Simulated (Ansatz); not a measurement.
**Moments in EuS**

```yaml
crystal:
  lattice:
    - [0.00000, 2.92422, 2.92422]
    - [2.92422, 0.00000, 2.92422]
    - [2.92422, 2.92422, 0.00000]
  atoms:
    - { symbol: Eu, position: [0.00000, 0.00000, 0.00000] }
    - { symbol: S, position: [0.50000, 0.50000, 0.50000] }
```

Atoms are numbered in the order listed.

Conventional cell: a = 5.848 Å, b = 5.848 Å, c = 5.848 Å, α = 90.00°, β = 90.00°, γ = 90.00°. Around Eu (atom 1) lie 6 S at 2.92 Å. S (atom 2) has 6 Eu at 2.92 Å as nearest neighbours.

The cell was built from the rocksalt type and relaxed in the same program, and has space group Fm-3m; it needn't be a known or the stable phase.

Where the f shell is localised, expect the real compound to differ from this run without U.

The magnetic state is the one reached from the start moments; no search over orders was made, so it needn't be the ground state.

Theory: Ansatz 0.2.0, DFT, PBE, all-electron LAPW, scalar-relativistic.

Numerical set-up: a Γ-centred 10×10×10 k mesh, Fermi–Dirac smearing of 0.08 eV, basis error target 0.25 meV/atom. PBE unless a row says otherwise.

Energies are extrapolated to zero smearing; site moments are those inside atomic spheres.

The runs: ferromagnetic start; no spin polarisation; spin-orbit coupling on.

(1) Which of the states with an energy lies lowest?

(2) Tabulate energies, moments and gaps of the runs.

## Answers

(1) The row "ferromagnetic start", by 3591 meV/atom under the next. Orders that need a larger cell weren't tried.

(2) 
```
                   run  E − E(first) (meV/atom)  spin moment Eu1 (μB)  cell spin moment (μB)  gap (eV)  P (GPa)
   ferromagnetic start                        0                  6.87                   6.95      none      0.1
  no spin polarisation                     3591                     0                      0      none     -6.1
spin-orbit coupling on                        –                     –                   6.89      none     -0.2
```
